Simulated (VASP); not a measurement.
Si: equation of state with LDA

The system is Si.

```
CELL_PARAMETERS angstrom
-2.36730 2.36730 1.32711
2.36730 -2.36730 1.32711
2.36730 2.36730 -1.32711
ATOMIC_POSITIONS crystal
Si 0.50000 0.50000 0.00000
Si 0.25000 0.75000 0.50000
```

This isn't the form of Si at room conditions, which is diamond.

```
Program                : VASP 6.6.1
Task                   : equation of state
Functional             : LDA
Potentials or basis    : VASP PAW LDA potentials, release 64 (Si)
Cutoff                 : 520 eV
k mesh                 : 10 × 10 × 10
Occupations            : fermi-dirac, width 0.05 eV
Spin                   : no spin polarisation
Ladder                 : gaps
Further INCAR settings : ALGO = Normal; EDIFF = 1e-06
```

```yaml
Equilibrium_volume: 14.88 Å³/atom
Bulk_modulus_at_fixed_shape_and_positions: 117 GPa
Pressure_derivative_of_the_bulk_modulus: "4.4 (rough: it moves with the points fitted)"
```

Energy against volume, from the lowest point:
```csv
volume (Å³/atom),energy (meV/atom)
14.280,9.38
14.577,2.27
14.875,0.00
15.172,2.06
15.470,8.02
```

All runs of the series together: 87 s on 1 thread of Intel(R) Xeon(R) Platinum 8488C (Sapphire Rapids) (shared host).

Caveat: the cell was scaled at fixed shape and fractional positions, which overstates the stiffness of a crystal with free parameters, most of all of layers and chains.
